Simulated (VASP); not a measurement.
Here is a VASP 6.6.1 calculation.

Contents of INCAR:

```
SYSTEM = Si
PREC = Accurate ; ENCUT = 520
EDIFF = 1E-6 ; ISMEAR = -1
SIGMA = 0.17 ; LREAL = Auto
LASPH = .True. ; NELM = 60
ALGO = Fast ; ISIF = 2
LWAVE = .False. ; LCHARG = .False.
GGA = PE ; NBANDS = 46
```

Contents of KPOINTS:

```
Automatic mesh
0
Gamma
  3 3 3
  0 0 0
```

The input POSCAR:

```
Si
1.0
    0.0000000000      5.5190320000      5.5190320000
    5.5190320000      0.0000000000      5.5190320000
    5.5190320000      5.5190320000      0.0000000000
Si
16
Direct
    0.0791533733     -0.0014585891     -0.0547288003
    0.2277663909      0.1175115491      0.1222949967
    0.0818350029     -0.0255388989      0.4798214614
    0.2427871409      0.1269153721      0.5803463361
    0.0314366722      0.4900497044      0.0016488399
    0.1465202593      0.6455208087      0.0980697340
    0.0490122181      0.5216494487      0.4615664486
    0.1884931995      0.6131872401      0.6096177736
    0.6056949842     -0.0390376428     -0.0447995228
    0.7164752804      0.1389464674      0.0295794625
    0.5960374935     -0.0243792752      0.4527152588
    0.6910088581      0.1010684482      0.6221562042
    0.5273297926      0.4994082296      0.0024189024
    0.6780808664      0.6182334148      0.1195046523
    0.5332909829      0.5132512368      0.4696928737
    0.6820036557      0.6170103743      0.5932199705
```

Potentials or basis: VASP PAW PBE potentials, release 64 (Si).

The run is started by

```console
$ cat potpaw_PBE.64/Si/POTCAR > POTCAR
$ mpirun -np 1 vasp_std > vasp.out
```

(1) What does it give for the band gap on the k mesh?

(2) What does it give for the largest force?

Answers

(1) 0.15 eV, indirect (least direct gap 0.23 eV).

(2) 4.391 eV/Å.

Caveat: an odd mesh through Γ misses points on the zone boundary, where band edges often lie; forces of over 1 eV/Å show positions far from the minimum, so gaps and moduli don't describe the material at rest.
